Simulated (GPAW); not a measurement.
Crystal: Re.

```
Re
1.0
     2.79713    0.00000    0.00000
    -1.39857    2.42239    0.00000
     0.00000    0.00000    4.51687
Re
2
Direct
  0.66667 0.33333 0.75000
  0.33333 0.66667 0.25000
```

The cell isn't the ideal one: volume scaled by 1.04.

- Program: GPAW 26.7.0
- Task: relaxation of cell and atoms
- Functional: LDA
- Potentials or basis: the program's PAW data sets (release 1.2.1) made for this functional
- Cutoff: 600 eV
- Basis: pw
- k mesh: 11 × 11 × 6
- Occupations: methfessel-paxton, width 0.1 eV
- Spin: no spin polarisation

At the start: pressure -24.8 GPa; volume 15.30 Å³/atom.

Where does the relaxation end?

Over 15 steps the energy falls by 86.7 meV/atom and the volume is 14.24 Å³/atom (-6.9 %); space group P6_3/mmc (No. 194, to 0.05 Å).

Step by step:
```csv
step,energy change (eV),largest force (eV/Å),pressure (GPa),volume (Å³)
1,0.0000,0.0000,-24.76,30.61
2,-0.1283,0.0000,-13.51,29.54
3,-0.1610,0.0000,7.57,27.98
4,-0.1641,0.0000,6.50,28.05
5,-0.1687,0.0000,4.52,28.18
6,-0.1723,0.0000,1.97,28.35
7,-0.1732,0.0000,-0.78,28.54
8,-0.1732,0.0000,-0.75,28.54
9,-0.1732,0.0000,-0.70,28.54
10,-0.1732,0.0000,-0.63,28.53
11,-0.1733,0.0000,-0.53,28.53
12,-0.1733,0.0000,-0.42,28.52
13,-0.1733,0.0000,-0.29,28.51
14,-0.1733,0.0000,-0.15,28.50
15,-0.1733,0.0000,0.01,28.49
```

Final structure:
```cif
data_structure
_symmetry_space_group_name_H-M 'P 1'
_symmetry_Int_Tables_number 1
_cell_length_a 2.7320
_cell_length_b 2.7320
_cell_length_c 4.4075
_cell_angle_alpha 90.000
_cell_angle_beta 90.000
_cell_angle_gamma 120.000
_cell_volume 28.49
loop_
_atom_site_label
_atom_site_type_symbol
_atom_site_fract_x
_atom_site_fract_y
_atom_site_fract_z
_atom_site_occupancy
Re1 Re 0.66667 0.33333 0.75000 1
Re2 Re 0.33333 0.66667 0.25000 1
```

Caveat: later steps reuse the first step's grids; this smearing can pin the Fermi level at a band edge.
